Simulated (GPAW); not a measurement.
# WS2 (Tungstenite) (P6_3/mmc) in GPAW: a series of runs

The runs below take WS2 (Tungstenite) through optical spectrum, with PBE+U.

Everything below comes from runs of GPAW 26.7.0. Logs are shortened: lines on timing, memory, paths and dates and some standing lists are left out, and cuts for length are marked. The log counts tension as positive stress, the text compression.

### 1 The structure

The structure is hexagonal, space group P6_3/mmc (No. 194). The conventional cell has a = 3.180 Å, b = 3.180 Å, c = 12.500 Å, α = 90.00°, β = 90.00°, γ = 120.00°. Around W (site symmetry -6m2) lie 6 S at 2.41 Å. S (site symmetry 3m) is surrounded by 3 W at 2.41 Å.

### 2 Optical spectrum, PBE+U

The input, run.py:

```python
from ase.dft.bandgap import bandgap
from ase.io import read, write
from gpaw import GPAW, PW
from gpaw.response.df import DielectricFunction

atoms = read('WS2.xyz')

calc = GPAW(mode=PW(500),
            xc='PBE',
            kpts={'size': (8, 8, 2), 'gamma': True},
            occupations={'name': 'fermi-dirac', 'width': 0.001},
            setups={'W': ':d,4.0'},
            nbands=46,
            convergence={'density': 1e-06},
            maxiter=150,
            txt='gpaw.txt')
atoms.calc = calc
energy = atoms.get_potential_energy()
calc.write('gs.gpw')
write('result.traj', atoms)
print(f'Energy: {energy:.6f} eV')
print('Fermi level:', round(calc.get_fermi_level(), 4), 'eV')
print(f'Gap: {bandgap(calc)[0]:.4f} eV, direct: {bandgap(calc, direct=True)[0]:.4f} eV')

dense = calc.fixed_density(kpts={'size': (10, 10, 3), 'gamma': True},
                           nbands=80, convergence={'bands': 74, 'eigenstates': 1e-7},
                           update_fermi_level=True, txt='dense.txt')
dense.write('dense.gpw', mode='all')

df = DielectricFunction('dense.gpw', frequencies={'type': 'nonlinear', 'domega0': 0.05, 'omega2': 10},
                        eta=0.1, ecut=50, nbands=74, intraband=False, txt='df.txt')
for direction in ['x', 'z']:
    df.get_dielectric_function(xc='RPA', direction=direction, filename=f'df_{direction}.csv')
    e0, e = df.get_macroscopic_dielectric_constant(xc='RPA', direction=direction)
    print(f'{direction}: static eps {e0:.4f} without, {e:.4f} with local fields')
```

The input, WS2.xyz:

```xyz
6
Lattice="3.1800000000 0.0000000000 0.0000000000 -1.5900000000 2.7539607840 0.0000000000 0.0000000000 0.0000000000 12.5000000000" Properties=species:S:1:pos:R:3 pbc="T T T"
W      1.5900000002      0.9179869279      9.3750000000
W     -0.0000000002      1.8359738561      3.1250000000
S      1.5900000002      0.9179869279      4.6875000000
S     -0.0000000002      1.8359738561     10.9375000000
S      1.5900000002      0.9179869279      1.5625000000
S     -0.0000000002      1.8359738561      7.8125000000
```

Potentials or basis: GPAW PAW data sets (gpaw-data 1.2.1), pw.

On the command line:

```console
OMP_NUM_THREADS=1 python run.py
```

gpaw.txt:

```text
__  _  _
 | _ |_)|_||  |
 |__||  | ||/\| - 26.7.0

Input parameters:
  mode=PW(ecut=500.0),
  convergence={'density': 1e-06},
  kpts=MonkhorstPack(size=(8, 8, 2), gamma=True),
  maxiter=150,
  nbands=46,
  occupations=Occupations(name='fermi-dirac', width=0.001),
  setups={'W': ':d,4.0'},
  xc=XC(name='PBE')

Diagonalizing LCAO Hamiltonian
Converting LCAO to pw mode

        S

           W
        S

           S
        W

           S

Atoms  # Å, Bohr magnetons
|   | symbol |         x |        y |         z |    initial magnetic moments |
|---|--------|-----------|----------|-----------|-----------------------------|
| 0 |      W |  1.590000 | 0.917987 |  9.375000 | ( 0.0000,  0.0000,  0.0000) |
| 1 |      W | -0.000000 | 1.835974 |  3.125000 | ( 0.0000,  0.0000,  0.0000) |
| 2 |      S |  1.590000 | 0.917987 |  4.687500 | ( 0.0000,  0.0000,  0.0000) |
| 3 |      S | -0.000000 | 1.835974 | 10.937500 | ( 0.0000,  0.0000,  0.0000) |
| 4 |      S |  1.590000 | 0.917987 |  1.562500 | ( 0.0000,  0.0000,  0.0000) |
| 5 |      S | -0.000000 | 1.835974 |  7.812500 | ( 0.0000,  0.0000,  0.0000) |

Unit cell  # Å
| periodic |         x |        y |         z |   lengths |     angles |
|----------|-----------|----------|-----------|-----------|------------|
|      yes |  3.180000 | 0.000000 |  0.000000 |  3.180000 |  90.000000 |
|      yes | -1.590000 | 2.753961 |  0.000000 |  3.180000 |  90.000000 |
|      yes |  0.000000 | 0.000000 | 12.500000 | 12.500000 | 120.000000 |

Number of symmetries: 12
Symmetry operations  # r_c * U_cc + t_c -> r_c
|    | kind |            matrix            |
|----|------|------------------------------|
|  0 |  σ   |  1, 1, 0,  0,-1, 0,  0, 0, 1 |
|  1 |  S6  |  1, 1, 0, -1, 0, 0,  0, 0,-1 |
|  2 |  E   |  1, 0, 0,  0, 1, 0,  0, 0, 1 |
|  3 |  C2  |  1, 0, 0, -1,-1, 0,  0, 0,-1 |
|  4 |  C2  |  0, 1, 0,  1, 0, 0,  0, 0,-1 |
|  5 |  C3  |  0, 1, 0, -1,-1, 0,  0, 0, 1 |
|  6 |  S6  |  0,-1, 0,  1, 1, 0,  0, 0,-1 |
|  7 |  σ   |  0,-1, 0, -1, 0, 0,  0, 0, 1 |
|  8 |  σ   | -1, 0, 0,  1, 1, 0,  0, 0, 1 |
|  9 |  i   | -1, 0, 0,  0,-1, 0,  0, 0,-1 |
| 10 |  C3  | -1,-1, 0,  1, 0, 0,  0, 0, 1 |
| 11 |  C2  | -1,-1, 0,  0, 1, 0,  0, 0,-1 |

BZ-sampling:
  Number of BZ points: 128
  Number of IBZ points: 20

  Monkhorst-Pack size: [8, 8, 2]
  Monkhorst-Pack shift: [0.0625, 0.0625, 0.25]

K-points  # in reciprocal-cell coordinates
|     |                                coordinates |     weight |
|-----|--------------------------------------------|------------|
|   0 | (  0.00000000,   0.00000000,   0.00000000) | 0.00781250 |
|   1 | (  0.00000000,   0.00000000,   0.50000000) | 0.00781250 |
|   2 | (  0.12500000,   0.00000000,   0.00000000) | 0.04687500 |
|   3 | (  0.12500000,   0.00000000,   0.50000000) | 0.04687500 |
|   4 | (  0.25000000,  -0.12500000,   0.00000000) | 0.04687500 |
|   5 | (  0.25000000,  -0.12500000,   0.50000000) | 0.04687500 |
|   6 | (  0.25000000,   0.00000000,   0.00000000) | 0.04687500 |
|   7 | (  0.25000000,   0.00000000,   0.50000000) | 0.04687500 |
|   8 | (  0.37500000,  -0.12500000,   0.00000000) | 0.09375000 |
|   9 | (  0.37500000,  -0.12500000,   0.50000000) | 0.09375000 |
| ... |                                            |            |
|  19 | (  0.50000000,   0.50000000,   0.50000000) | 0.02343750 |

Plane wave coefficients: 2798
Cutoff: 500.0 eV

Spin-components: 1 (collinear spins)
Bands:           46
Projectors:      32
Spin-degeneracy: 2
Datatype:        complex128

Parallelization:
  kpt:    1
  domain: 1
  band:   1

Density:
  Valence electrons: 52.0
  Components: 1
  Grid points: [18 18 70]
  Charge: 0.0  # |e|

Potential:
  Grid points: [18 18 70]

species:
  W:
    name:    Tungsten
    Z:       74.0
    valence: 14
    core:    60
    charge:  0.0  # [|e|]
    Hubbard: {U: 4.0,  # eV
              l: 2,
              scale: True}
    compensation charges:
      type: gauss
      rc: 0.40  # [Å]
      lmax: 2
    cutoffs:
      filter: 2.36  # [Å]
      core: 3.02  # [Å]
    projectors
    | kind |    occ | energy [eV] | rcut [Å] |
    |------|--------|-------------|----------|
    |   5s |  2.000 |     -78.830 |    1.344 |
    |   6s |  2.000 |      -5.697 |    1.344 |
    |   5p |  6.000 |     -43.233 |    1.355 |
    |   6p |  0.000 |      -1.367 |    1.355 |
    |   5d |  4.000 |      -4.494 |    1.228 |
    |    d |        |      22.717 |    1.228 |

    Using partial waves for W as LCAO basis

  S:
    name:    Sulfur
    Z:       16.0
    valence: 6
    core:    10
    charge:  0.0  # [|e|]
    compensation charges:
      type: gauss
      rc: 0.24  # [Å]
      lmax: 2
    cutoffs:
      filter: 1.77  # [Å]
      core: 1.66  # [Å]
    projectors
    | kind |    occ | energy [eV] | rcut [Å] |
    |------|--------|-------------|----------|
    |   3s |  2.000 |     -17.254 |    0.974 |
    |   3p |  4.000 |      -7.008 |    0.979 |
    |    s |        |       9.957 |    0.974 |
    |    p |        |      20.203 |    0.979 |
    |    d |        |       0.000 |    0.900 |

    Using partial waves for S as LCAO basis

Reference energy: -920973.822900  # eV

eigensolver:
  PPCG
  Converge bands: occupied
  niter=2

density mixing:
  MSR1-Mixer
  Pratt-step length: 0.05
  Maximum mixing coefficient: 0.75
  Old densities: 10
  SVD Regularization: 0.005
  Good broyden scale: 1.0
  Trust region scale: 1.0
  Backstep threshold: 4.0
  History deletion threshold: 6.0
  Fourier metric: weight=20.0, sigma=0.015

occupation numbers:
  Fermi-Dirac:
    width: 0.0010  # eV

poisson solver:
  ecut: 4000.0  # eV

xc functional:
  name: PBE with 2 nearest neighbor stencil

convergence criteria:
- Maximum integral of absolute [dens]ity change: 1e-06 electrons / valence electron
- Maximum [total energy] change in last 3 cyles: 0.0005 eV / valence electron
- Maximum integral of absolute [eigenst]ate change: 4e-08 eV^2 / valence electron
maximum number of iterations: 150

SCF iterations
|iter     | |      energy | eigst |  dens |
|---------|-|-------------|-------|-------|
|iter:   1| |  -35.362303 | +0.41 |       |
|iter:   2| |  -35.479135 | -1.45 | -1.13 |
|iter:   3| |  -35.063263 | -1.31 | -1.17 |
|iter:   4| |  -34.853215 | -2.01 | -1.40 |
|iter:   5| |  -34.708507 | -2.16 | -1.65 |
|iter:   6| |  -34.810428 | -2.88 | -2.07 |
|iter:   7| |  -34.711009 | -3.19 | -1.91 |
|iter:   8| |  -34.712099 | -4.60 | -2.78 |
|iter:   9| |  -34.712514c| -5.57 | -3.23 |
|iter:  10| |  -34.712562c| -6.40 | -3.77 |
|iter:  11| |  -34.712574c| -6.90 | -4.07 |
|iter:  12| |  -34.712576c| -7.59c| -4.53 |
|iter:  13| |  -34.712576c| -7.77c| -4.97 |
|iter:  14| |  -34.712576c| -8.49c| -5.44 |
|iter:  15| |  -34.712576c| -9.27c| -6.14c|

Converged in 15 steps
Energy contributions relative to reference atoms: (reference = -920973.822900)

Energy contributions:
  Kinetic:          29.560631
  Coulomb:         -33.975441
  Zero:              0.327920
  External:          0.000000
  Xc:              -30.625686
  Entropy:          -0.000000
  Spinorbit:         0.000000
  ----------------------------
  Free energy:     -34.712576
  Extrapolated:    -34.712576

dipole moment: (0.000004, 0.000006, 0.000029)  # |e|*Ang

Fermi level: 9.669
Eigenvalues  # (at kpt = [0.000, 0.000, 0.000])
| band index |      eig [eV] | occ [0-2] |
|------------|---------------|-----------|
|          0 |       -66.353 |     2.000 |
|        ... |               |           |
|         18 |         5.017 |     2.000 |
|         19 |         6.322 |     2.000 |
|         20 |         6.322 |     2.000 |
|         21 |         6.367 |     2.000 |
|         22 |         6.367 |     2.000 |
|         23 |         6.922 |     2.000 |
[... 8 lines left out ...]
|         32 |        11.034 |     0.000 |
|         33 |        11.034 |     0.000 |
|        ... |               |           |
|         45 |        20.970 |     0.000 |

Gap: 1.298 eV
Transition (v -> c):
  (s=0, k=0, n=25, [0.00, 0.00, 0.00]) -> (s=0, k=8, n=26, [0.38, -0.12, 0.00])
Direct/indirect transitions are different
Direct gap: 2.011 eV
Transition at: (s=0, k=12, n=25, [0.38, 0.38, 0.00])
# Writing to gs.gpw (mode='')
```

It took 5.9 min on 1 thread of Arm Neoverse V2, shared host; peak memory 0.64 GiB.

What came out:

| Quantity | Value |
| --- | --- |
| Free energy | -34.7126 eV |
| Band gap on the k mesh | 1.30 eV, indirect (least direct gap 2.01 eV) |

Dielectric function (mean over the directions given):
| energy (eV) | real part | imaginary part |
| --- | --- | --- |
| 0.25 | 9.87 | 0.03 |
| 1.15 | 10.91 | 0.24 |
| 2.18 | 10.47 | 3.11 |
| 3.17 | 9.69 | 11.11 |
| 4.16 | 4.29 | 9.04 |
| 5.16 | 2.34 | 8.55 |
| 6.15 | 2.44 | 5.64 |
| 7.12 | 0.38 | 4.74 |
| 8.16 | 0.60 | 3.84 |
| 9.18 | 1.42 | 3.86 |
| 10.06 | -0.11 | 3.98 |
| 11.09 | 0.40 | 4.52 |
| 12.08 | -1.53 | 3.93 |
| 13.00 | -1.12 | 2.61 |
| 14.10 | -0.37 | 1.90 |
| 15.13 | -0.72 | 1.75 |
| 16.21 | -0.87 | 1.66 |
| 17.36 | -0.46 | 1.00 |
| 18.58 | -0.32 | 0.92 |
| 19.87 | -0.37 | 0.76 |

Caveat: the long-wavelength limit can be off by several per cent where d states take part; response on these states lacks terms of the Hamiltonian; spectra need much finer meshes, so this one isn't converged; independent-particle spectra lack excitons; spin-orbit coupling is left out, which moves the levels of the heavy elements; an odd mesh through Γ misses points on the zone boundary, where band edges often lie.

(Continued in part 2 of 2.)
